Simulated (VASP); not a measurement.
# TaN (P6_3/mmc) in VASP: a series of runs, part 2 of 2

VASP 6.6.1.

### 4 Band structure, revTPSS

File INCAR:

```
PREC = Accurate ; ENCUT = 520
EDIFF = 1E-6 ; ISMEAR = -1
SIGMA = 0.05 ; LREAL = False
LASPH = True ; NELM = 80
ALGO = Normal ; ISIF = 2
LWAVE = False ; LCHARG = False
LMAXMIX = 4 ; METAGGA = RTPSS
LMIXTAU = True
```

File KPOINTS:

```
Automatic mesh
0
Gamma
  10 10 5
```

File POSCAR:

```
TaN
1.0
    2.9217699809      0.0000000000      0.0000000000
   -1.4608849905      2.5303270275      0.0000000000
    0.0000000000      0.0000000000      5.9165150000
Ta N
2 2
Direct
    0.0000000000      0.0000000000      0.5000000000
    0.0000000000      0.0000000000      0.0000000000
    0.3333333333      0.6666666667      0.2500000000
    0.6666666667      0.3333333333      0.7500000000
```

File KPOINTS_OPT:

```
path GMKGALHA,LM,KH
10
line-mode
reciprocal
 0.0000000000  0.0000000000  0.0000000000  G
 0.5000000000  0.0000000000  0.0000000000  M

 0.5000000000  0.0000000000  0.0000000000  M
 0.3333333333  0.3333333333  0.0000000000  K

 0.3333333333  0.3333333333  0.0000000000  K
 0.0000000000  0.0000000000  0.0000000000  G

 0.0000000000  0.0000000000  0.0000000000  G
 0.0000000000  0.0000000000  0.5000000000  A

 0.0000000000  0.0000000000  0.5000000000  A
 0.5000000000  0.0000000000  0.5000000000  L

 0.5000000000  0.0000000000  0.5000000000  L
 0.3333333333  0.3333333333  0.5000000000  H

 0.3333333333  0.3333333333  0.5000000000  H
 0.0000000000  0.0000000000  0.5000000000  A

 0.5000000000  0.0000000000  0.5000000000  L
 0.5000000000  0.0000000000  0.0000000000  M

 0.3333333333  0.3333333333  0.0000000000  K
 0.3333333333  0.3333333333  0.5000000000  H
```

Potentials or basis: VASP PAW PBE potentials, release 64 (Ta_pv, N).

On the command line:

```
$ cat potpaw_PBE.64/Ta_pv/POTCAR potpaw_PBE.64/N/POTCAR > POTCAR
$ mpirun -np 1 vasp_std > vasp.out
```

OUTCAR:

```text
PREC = Accurate
   ENCUT = 520
   EDIFF = 1E-6
   ISMEAR = -1
   LREAL = False
   LASPH = True
   NELM = 80
   ISIF = 2
   METAGGA = RTPSS

 ion  position               nearest neighbor table
   1  0.000  0.000  0.500-   3 2.24   4 2.24   4 2.24   3 2.24   4 2.24   3 2.24   2 2.96   2 2.96

   2  0.000  0.000  0.000-   3 2.24   4 2.24   4 2.24   3 2.24   4 2.24   3 2.24   1 2.96   1 2.96

   3  0.333  0.667  0.250-   1 2.24   2 2.24   1 2.24   2 2.24   1 2.24   2 2.24
   4  0.667  0.333  0.750-   1 2.24   2 2.24   1 2.24   2 2.24   1 2.24   2 2.24

  LATTYP: Found a hexagonal cell.
 ALAT       =     2.9217699809
 C/A-ratio  =     2.0249763119

  Lattice vectors:

 A1 = (   2.9217699809,   0.0000000000,   0.0000000000)
 A2 = (  -1.4608849905,   2.5303270275,   0.0000000000)
 A3 = (   0.0000000000,   0.0000000000,   5.9165150000)

Analysis of symmetry for initial positions (statically):
=====================================================================
 Subroutine PRICEL returns:
 Original cell was already a primitive cell.

 Routine SETGRP: Setting up the symmetry group for a
 hexagonal supercell.

 Subroutine GETGRP returns: Found 24 space group operations
 (whereof 12 operations were pure point group operations)
 out of a pool of 24 trial point group operations.

The static configuration has the point symmetry D_3d.
 The point group associated with its full space group is D_6h.

Analysis of symmetry for dynamics (positions and initial velocities):
=====================================================================
 Subroutine PRICEL returns:
 Original cell was already a primitive cell.

 Routine SETGRP: Setting up the symmetry group for a
 hexagonal supercell.

 Subroutine GETGRP returns: Found 24 space group operations
 (whereof 12 operations were pure point group operations)
 out of a pool of 24 trial point group operations.

The dynamic configuration has the point symmetry D_3d.
[... 116 lines left out ...]
   NUPDOWN=      -1.0000    fix difference up-down
   EMIN   =  10.00;   EMAX   =-10.00  energy-range for DOS
   EFERMI =   0.00;   METHOD = LEGACY
   ISMEAR =    -1;   SIGMA  =   0.05  broadening in eV -4-tet -1-fermi 0-gaus
   EFERMI_NEDOS =   21; number of points for ismear=-14 and -15
   IALGO  =     38    algorithm
   IMIX   =      4    mixing-type and parameters
     AMIX     =   0.40;   BMIX     =  1.00
     AMIX_MAG =   1.60;   BMIX_MAG =  1.00
  volume/ion in A,a.u.               =      10.94        73.79
  Fermi-wavevector in a.u.,A,eV,Ry     =   1.475124  2.787581 29.606163  2.175992
  Thomas-Fermi vector in A             =   2.589812
   LORBIT       =      0    0 simple, 1 ext, 2 COOP (PROOUT), +10 PAW based schemes
   METAGGA = RTPSS    functional components
   LHFCALC =     F    Hartree Fock is set to
   AEXX    =    0.0000 exact exchange contribution
   IVDW    =     0    specifies the selected vdW correction
   LEPSILON=     F    determine dielectric tensor
   LRPA    =     F    only Hartree local field effects (RPA)
 non-spin polarized calculation
  energy-cutoff  :      520.00
  volume of cell :       43.74
 maximum number of plane-waves:      1223
 NGX is ok and might be reduce to    24
   NGX = 11   NGY = 11   NGZ = 23

 number of electron      32.0000005 magnetization

 Free energy of the ion-electron system (eV)
  ---------------------------------------------------
  ext. energy  EPLUGINS =         0.00000000
  ---------------------------------------------------
  free energy    TOTEN  =        27.65864431 eV

  energy without entropy =       27.66815336  energy(sigma->0) =       27.66339883

 E-fermi :   8.0392     XC(G=0): -13.5532

 val. band max:        8.0057762931   @ k =   0.1000   0.1000   0.4000
 cond. band min:       8.0490198183   @ k =   0.1000   0.0000   0.2000
 fundamental gap:      0.0432435252
 Fermi energy:         8.0391604047

 k-point     1 :       0.0000    0.0000    0.0000
  band No.  band energies     occupation
      1     -27.8552      2.00000
      2     -27.1043      2.00000
      3     -26.8544      2.00000
      4     -26.8544      2.00000
      5     -26.7938      2.00000
      6     -26.7938      2.00000
[... 541 lines left out ...]
     19      11.9681      0.00000
     20      12.8141      0.00000

 [... further k-points ...]
[... 5 lines left out ...]
  --------------------------------------------------------------------------------------
  -------------------------------------------------------------------------------------
  Total       -1.7223074     -1.7223074     -1.0454784      0.0000000      0.0000000      0.0000000
  in kB      -63.0859417    -63.0859417    -38.2945530      0.0000000      0.0000000      0.0000000
  external PRESSURE =     -54.8221455 kB  Pullay stress =       0.0000000 kB

 VOLUME and BASIS-vectors are now :
 -----------------------------------------------------------------------------
  energy-cutoff  :      520.00
  volume of cell :       43.74
      direct lattice vectors                 reciprocal lattice vectors
     2.921769981  0.000000000  0.000000000     0.342258291  0.197602916  0.000000000
    -1.460884991  2.530327027  0.000000000     0.000000000  0.395205833  0.000000000
     0.000000000  0.000000000  5.916515000     0.000000000  0.000000000  0.169018417

 POSITION                                       TOTAL-FORCE (eV/Angst)
 -----------------------------------------------------------------------------------
      0.00000      0.00000      2.95826         0.000000      0.000000     -0.000000
      0.00000      0.00000      0.00000         0.000000      0.000000     -0.000000
     -0.00000      1.68688      1.47913         0.000000     -0.000000      0.000000
      1.46088      0.84344      4.43739        -0.000000      0.000000      0.000000
 -----------------------------------------------------------------------------------
    total drift:                               -0.000000      0.000000      0.000000

  FREE ENERGIE OF THE ION-ELECTRON SYSTEM (eV)
  ---------------------------------------------------
  free  energy   TOTEN  =        27.6586443078 eV

  energy  without entropy=       27.6681533599  energy(sigma->0) =       27.66339883
```

OSZICAR:

```text
N       E                     dE             d eps       ncg     rms          rms(c)
DAV:   1     0.443559731948E+03    0.44356E+03   -0.21016E+04  1680   0.209E+03
DAV:   2     0.822927713395E+02   -0.36127E+03   -0.34970E+03  2208   0.615E+02
[... 37 lines left out ...]
DAV:   7    -0.128953374754E+05   -0.16363E-03     1780
DAV:   8    -0.128953374807E+05   -0.53056E-05     1456
DAV:   9    -0.128953374809E+05   -0.19505E-06     1308
       N       E                     dE             ncg
DAV:   1     0.448216132950E+05   -0.90351E+04      240
DAV:   2     0.431094024044E+05   -0.17122E+04      296
DAV:   3     0.430475311116E+05   -0.61871E+02      288
DAV:   4     0.430465527952E+05   -0.97832E+00      320
DAV:   5     0.430465405466E+05   -0.12249E-01      292
DAV:   6     0.430465401088E+05   -0.43777E-03      312
DAV:   7     0.430465401016E+05   -0.72730E-05      248
DAV:   8     0.430465401013E+05   -0.26973E-06      208
```

stdout:

```text
POSCAR found type information on POSCAR TaN
 POSCAR found :  2 types and       4 ions
 scaLAPACK will be used
 -----------------------------------------------------------------------------
|                                                                             |
|                                                                             |
|     You enforced a specific xc type in the INCAR file but a different       |
|     I HOPE YOU KNOW WHAT YOU ARE DOING!                                     |
|                                                                             |
 -----------------------------------------------------------------------------

 LDA part: xc-table for (None), standard interpolation
 POSCAR, INCAR and KPOINTS ok, starting setup
 FFT: planning ... GRIDC
 FFT: planning ... GRID_SOFT
 FFT: planning ... GRID
 WAVECAR not read
 entering main loop
 Start KPOINTS_OPT (optional k-point list driver)
k-point batch [1-42\90]
k-point batch [43-84\90]
k-point batch [85-90\90]
```

Run time: 4.6 min. Hardware: 1 thread of Intel Xeon Platinum 8488C (Sapphire Rapids), shared host; peak memory 0.2 GiB.

What came out:

```yaml
Free_energy: 27.6586 eV
Pressure: -5.5 GPa
Band_gap_along_the_path: none (metal or under the smearing width)
```

Stress tensor (GPa, compression positive):
```
-6.31  0.00  0.00
 0.00 -6.31  0.00
 0.00  0.00 -3.83
```

Levels at the corners of the path, in eV from the Fermi level:
```csv
point,band 12,band 13,band 14,band 15,band 16,band 17,band 18,band 19,band 20
Γ,-4.32,-3.47,-1.98,-1.98,-0.21,-0.21,0.55,0.55,2.38
M,-5.41,-4.15,-3.74,-2.82,-2.14,2.93,3.97,4.81,5.18
M,-5.41,-4.15,-3.74,-2.82,-2.14,2.93,3.97,4.81,5.23
K,-5.92,-5.92,-3.90,0.18,0.18,0.96,0.96,2.03,4.93
K,-5.92,-5.92,-3.90,0.18,0.18,0.96,0.96,2.03,4.93
Γ,-4.32,-3.47,-1.98,-1.98,-0.21,-0.21,0.55,0.55,2.38
Γ,-4.32,-3.47,-1.98,-1.98,-0.21,-0.21,0.55,0.55,2.38
A,-3.85,-3.85,-3.85,-0.64,-0.64,0.98,0.98,0.98,0.98
A,-3.85,-3.85,-3.85,-0.64,-0.64,0.98,0.98,0.98,0.98
L,-5.89,-4.36,-4.36,-2.23,-2.23,3.88,3.88,4.77,4.77
L,-5.89,-4.36,-4.36,-2.23,-2.23,3.88,3.88,4.77,4.77
H,-5.79,-5.73,-5.73,-0.46,-0.46,2.73,2.73,3.13,3.13
H,-5.79,-5.73,-5.73,-0.46,-0.46,2.73,2.73,3.13,3.13
A,-3.85,-3.85,-3.85,-0.64,-0.64,0.98,0.98,0.98,0.98
L,-5.89,-4.36,-4.36,-2.23,-2.23,3.88,3.88,4.77,4.77
M,-5.41,-4.15,-3.74,-2.82,-2.14,2.93,3.97,4.81,5.20
K,-5.92,-5.92,-3.90,0.18,0.18,0.96,0.96,2.03,4.93
H,-5.79,-5.73,-5.73,-0.46,-0.46,2.73,2.73,3.13,3.13
```

Caveat: the PAW data sets were made with another functional, which shifts forces and pressure a little; spin-orbit coupling is left out, which moves the levels of the heavy elements.

### 5 The reference run

An earlier run on the cell as given: functional PBE; potentials or basis VASP PAW PBE potentials, release 64 (Ta_pv, N); cutoff 520 eV; k mesh 10 × 10 × 5; occupations fermi-dirac, width 0.05 eV; no spin polarisation.

* Pressure: -0.4 GPa
* Band gap on the k mesh: none (metal or under the smearing width)

### 6 Overview

| task | level | pressure (GPa) |
| --- | --- | --- |
| band structure | AM05 | -11.3 |
| band structure | TPSS | -2.0 |
| band structure | revTPSS | -5.5 |
| single point | PBE | -0.4 |

Alike in all rows: potentials or basis VASP PAW PBE potentials, release 64 (Ta_pv, N); no spin polarisation; cell as given; k mesh 10 × 10 × 5; cutoff (eV) 520; smearing fermi-dirac 0.05 eV.

The pressure there spans -11.3 GPa (AM05) to -0.4 GPa (PBE); a positive pressure means that this level wants a larger cell, a negative one a smaller.

Caveats: the PAW data sets were made with another functional, which shifts forces and pressure a little (some runs); spin-orbit coupling is left out, which moves the levels of the heavy elements (some runs).

Total energies depend on the potentials used, so only differences within one code and one set of settings carry meaning.
